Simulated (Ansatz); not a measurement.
**Calculated ¹⁷O nuclear quadrupole resonance for SiO₂**

Cell: a Materials Project structure (computed, not necessarily an observed phase).

Space group P6_322 (No. 182); a = 5.0691, c = 8.5585 Å, γ = 120.00°.

| site | Wyckoff | site symmetry | x | y | z |
| --- | --- | --- | --- | --- | --- |
| Si | 4f | 3.. | 0.6667 | 0.3333 | 0.9371 |
| O5 | 6g | .2. | 0.0000 | 0.4213 | 0.0000 |
| O10 | 2c | 3.2 | 0.6667 | 0.3333 | 0.7500 |

One atom of each set is listed.

Method: Kohn–Sham DFT in Ansatz, HSE06, plane waves and PAW (field gradients read without the response of the frozen cores, which leaves them typically 4 to 6 % off), scalar-relativistic, 420 eV cutoff, Γ-centred 4×4×2 k-points, Fermi–Dirac smearing 0.02 eV.

¹⁷O: I = 5/2, Q = -25.58 mb (year-2017 value). Static lattice, zero field.

**Question.** At which frequencies do the ¹⁷O NQR lines lie?

**Answer.** For I = 5/2 and η = 0 the lines are 3|C_Q|/20 and twice that; η pulls their ratio below 2.

```csv
site,atoms,V_zz (10²¹ V/m²),C_Q (MHz),η,line frequencies (MHz)
O5,6,10.12,-6.26,0.12,"0.954, 1.87"
O10,2,10.75,-6.65,0.00,"0.997, 1.99"
```

An axis of threefold or higher order runs through O10, so V_zz lies along it and η is zero. At O5 V_zz runs parallel to the line that joins its two neighbours (within 1°).
